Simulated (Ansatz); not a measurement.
## LiNbO3: from a trial structure to a relaxed crystal

These are results of DFT PBE, scalar-relativistic, plane waves, PAW (Ansatz 0.2.0), not measurements. Cutoff 420 eV, Γ-centred k mesh, Gaussian smearing, no spin polarisation in the final step.

The start puts LiNbO3 on the sites of a reported BaTiO3 cell (P4/mmm, No. 123), with Li in place of Ba, Nb in place of Ti, at a guessed volume.

```xyz
5
Lattice="3.6739 0.0000 0.0000 0.0000 3.6739 0.0000 0.0000 0.0000 3.6906" Properties=species:S:1:pos:R:3 pbc="T T T"
Li    0.0000    0.0000    0.0000
Nb    1.8369    1.8369    1.8453
O     1.8369    1.8369    0.0000
O     1.8369    0.0000    1.8453
O     0.0000    1.8369    1.8453
```

Cell and atoms relax at zero pressure; the relaxation can't lower the symmetry of the start. After a coarse first stage the cell is made exact in the group found at 0.06 Å.

Formation energies are uncorrected and refer to the elements' standard structures at the same level (O₂ as a molecule).

(1) Describe the relaxed structure.

(2) What are its volume, energy, density and gap?

Results:

(1) It ends in Pm-3m (No. 221). The result has the cubic perovskite structure. Conventional cell: a = 3.956 Å. Li has 12 O at 2.80 Å; Nb is coordinated by 6 O at 1.98 Å; O is coordinated by 2 Nb at 1.98 Å.

```xyz
5
Lattice="3.9561 0.0000 0.0000 0.0000 3.9561 0.0000 0.0000 0.0000 3.9561" Properties=species:S:1:pos:R:3 pbc="T T T"
Li    0.0000    0.0000    0.0000
Nb    1.9781    1.9781    1.9781
O     1.9781    1.9781    0.0000
O     1.9781    0.0000    1.9781
O     0.0000    1.9781    1.9781
```

(2) The volume per atom is 12.38 Å³. The density is 3.96 g/cm³, the energy over the elements is -2.408 eV/atom and the gap on the 8×8×8 mesh is 1.70 eV.

The final run used a 8×8×8 mesh on its 5-atom cell and 0.02 eV smearing. A structure relaxed within its symmetry needn't be a true minimum.

Symmetry holds off the tilts and polar distortions that many cubic perovskites undergo.

Cost: 3 runs of about 0.31 core-minutes in all, on Intel Xeon 6975P-C (Granite Rapids) (shared hosts).